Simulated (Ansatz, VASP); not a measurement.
Given: the input of a run of Ansatz 0.2.0 on Si.

File input.yaml:

```yaml
crystal:
  lattice:
    - [0.0, 2.6662876123, 2.6662876123]
    - [2.6662876123, 0.0, 2.6662876123]
    - [2.6662876123, 2.6662876123, 0.0]
  atoms:
    - { symbol: Si, position: [0.5, 0.5, 0.5] }
    - { symbol: Si, position: [0.75, 0.75, 0.75] }
kpoints:
  mp_grid: { grid: [8, 8, 8] }
scf:
  occupations: { method: fermi_dirac, width: 0.05 }
hamiltonian:
  xc: pbesol
  pseudopotentials: { kind: all_electron, lapw: { basis_error: 0.0005 } }
output:
  forces: true
  stress: true
  eigenvalues: true
```

Potentials or basis: all-electron LAPW, scalar-relativistic.

Run with:

```bash
$ ansatz run input.yaml --threads 1 --pin off --max-ram 3072MiB --backend cpu --events-out ev --progress --plain --runs-dir out
```

Question: Set up the same calculation for VASP 6.6.1. Potentials there: VASP PAW PBE potentials, release 64 (Si).

Answer: As run (the cutoff follows the program's own potentials):

File INCAR:

```
SYSTEM = Si
PREC = Accurate
ENCUT = 520
EDIFF = 1E-7
ISMEAR = -1
SIGMA = 0.05
LREAL = .FALSE.
LASPH = .TRUE.
NELM = 80
ALGO = Normal
ISIF = 2
LWAVE = .FALSE.
LCHARG = .TRUE.
GGA = PS
LELF = .TRUE.
LVHAR = .TRUE.
NBANDS = 11
```

Contents of KPOINTS:

```
regular mesh
0
G
  8 8 8
  0 0 0
```

File POSCAR:

```
Si
1.0
    0.0000000000      2.6662876123      2.6662876123
    2.6662876123      0.0000000000      2.6662876123
    2.6662876123      2.6662876123      0.0000000000
Si
2
Direct
    0.5000000000      0.5000000000      0.5000000000
    0.7500000000      0.7500000000      0.7500000000
```

Potentials or basis: VASP PAW PBE potentials, release 64 (Si).

Run with:

```sh
$ cat potpaw_PBE.64/Si/POTCAR > POTCAR
$ mpirun -np 1 vasp_std > vasp.out
```

Both were run:

|  | VASP | Ansatz | Ansatz less VASP |
| --- | --- | --- | --- |
| gap on the k mesh at the Fermi level (eV) | 0.41 | 0.42 | +0.009 |
| least direct gap on the mesh (eV) | 2.54 | 2.54 | +0.006 |
| pressure (GPa) | 6.1 | 5.9 | -0.21 |

Ansatz ran all-electron here, so the differences hold the error of VASP's frozen core and of both bases.

Caveats: the PAW data sets were made with another functional, which shifts forces and pressure a little (VASP).
